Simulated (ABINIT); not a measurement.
Wanted: the native input for an ABINIT 10.8.3 (patched build) run.

* Task: single point
* Functional: PBE
* Potentials or basis: JTH PAW PBE v2.0
* Cutoff: 707 eV
* k mesh: 9 × 9 × 5
* Occupations: fermi-dirac, width 0.05 eV
* Spin: no spin polarisation
* Fine-grid cutoff: 1306.15 eV

The structure of CuO lies in POSCAR:

```
CuO
1.0
    2.8795009639      0.0000000000      0.0000000000
    0.0390727580      2.8792794796      0.0000000000
    0.0174953863      0.0172449008      5.1763391994
Cu O
2 2
Direct
    0.0000000000      0.5000000000      0.0000000000  Cu
    0.5000000000      0.0000000000      0.5000000000  Cu
    0.9984239700      0.0016717800      0.7498871000  O
    0.0015760300      0.9983282200      0.2501129000  O
```

The cell comes from a database or a generator and needn't be the stable form of this composition.

These files were run (other wordings do the same):

run.abi

```
pp_dirpath "./"
pseudos "Cu.GGA_PBE-JTH.xml, O.GGA_PBE-JTH.xml"

structure "poscar:POSCAR"
natom 4
chkprim 0
chksymtnons 0
tolsym 1.0e-6

ecut 26.0
pawecutdg 48.0
pawxcdev 0

kptopt 1
ngkpt 9 9 5
nshiftk 1
shiftk 0.0 0.0 0.0

ixc 11

nband 30
occopt 3
tsmear 0.05 eV

nstep 100
tolvrs 1.0e-9

iomode 3
prtwf 0
prtden 0
prteig 0
prtebands 0
enunit 1
```

Potentials or basis: JTH PAW PBE v2.0.

The run is started by

```console
$ mpirun --bind-to none -np 4 abinit run.abi > log 2>&1
```

It gave:

```yaml
Pressure: 5.7 GPa
Largest_force: 0.012 eV/Å
Band_gap_on_the_k_mesh: none (metal or under the smearing width)
Valence_electrons_inside_the_program's_atomic_spheres: Cu 17.33; O 4.52
```

Caveat: the run has no spin polarisation, though such a crystal can be magnetic; semilocal functionals often make such compounds metallic where correlation or magnetic order opens a gap, which also shifts bond lengths.

It took 2.2 min on 4 MPI ranks on Arm Neoverse V2, on a shared host, peak memory 0.64 GiB a rank.
